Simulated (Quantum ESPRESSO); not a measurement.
**WS2: zone-centre phonons and dielectric response under several settings**

```
W S
1.0
     3.18352    0.00000    0.00000
    -1.59176    2.75701    0.00000
     0.00000    0.00000   16.95058
W S
1 2
Direct
  0.00000 0.00000 0.00000
  0.33333 0.66667 0.09200
  0.33333 0.66667 0.90800
```

All runs used Quantum ESPRESSO 7.5; k mesh 8 × 8 × 2, shifted; given cell, atoms relaxed; no spin polarisation; occupations smeared at first, fixed for the response.

```tsv
level	potentials	cutoff (eV)	highest mode with the field (cm⁻¹)	ε∞ (mean)	ε0 (mean)	Born charge of atom 1 (e)
PBEsol	GBRV 1.5 PBEsol	762	433	4.24	4.3	-0.43
PBEsol	PseudoDojo 0.4.1 SR PBEsol standard	1007	?	?	?	?
PBEsol	PseudoDojo 0.4 SR PBEsol stringent	1225	432	4.23	4.2	-0.42
```

Question: What stands in the row left open?

Answer: Highest mode with the field 432 cm⁻¹; ε∞ 4.23; ε0 4.2; Born charge of atom 1 -0.42 e.
